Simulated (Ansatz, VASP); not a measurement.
# Re in VASP and in Ansatz

The input INCAR:

```
SYSTEM = Re
ALGO = Normal
EDIFF = 1E-6
ENCUT = 520
GGA = PE
ISIF = 2
ISMEAR = -1
LASPH = .True.
LCHARG = .False.
LREAL = .False.
LWAVE = .False.
NBANDS = 10
NELM = 80
PREC = Accurate
SIGMA = 0.03
```

The input KPOINTS:

```
k-points
0
Gamma
  14 14 14
  0 0 0
```

Contents of POSCAR:

```
Re
1.0
    0.0000000000      2.0137353243      2.0137353243
    2.0137353243      0.0000000000      2.0137353243
    2.0137353243      2.0137353243      0.0000000000
Re
1
Direct
    0.0000000000      0.0000000000      0.0000000000
```

Input for Ansatz:

```yaml
crystal:
  lattice:
    - [0.0, 2.0137353243, 2.0137353243]
    - [2.0137353243, 0.0, 2.0137353243]
    - [2.0137353243, 2.0137353243, 0.0]
  atoms:
    - { symbol: Re, position: [0.0, 0.0, 0.0] }
kpoints:
  mp_grid: { grid: [14, 14, 14] }
scf:
  occupations: { method: fermi_dirac, width: 0.03 }
hamiltonian:
  xc: pbe
  pseudopotentials: { kind: all_electron, lapw: { basis_error: 0.001 } }
output:
  forces: true
  stress: true
  eigenvalues: true
```

Change from the starting cell: volume scaled by 1.06.

Alike in both runs: task single point; functional PBE; k mesh 14 × 14 × 14; occupations fermi-dirac, width 0.03 eV; no spin polarisation.

|  | VASP | Ansatz |
| --- | --- | --- |
| version | VASP 6.6.1 | Ansatz 0.2.0 |
| potentials or method | VASP PAW PBE potentials, release 64 (Re) | all-electron LAPW, scalar-relativistic |
| plane-wave cutoff (eV) | 520 | see its input |

|  | VASP | Ansatz | Ansatz less VASP |
| --- | --- | --- | --- |
| pressure (GPa) | -26.3 | -25.3 | +0.97 |

Ansatz ran all-electron here, so the differences hold the error of VASP's frozen core and of both bases.

Caveats: so large a pressure means that the cell lies far from this level's equilibrium, or that cutoff or potentials fall short (VASP). The runs have no spin-orbit coupling, so splittings on Re are missing.
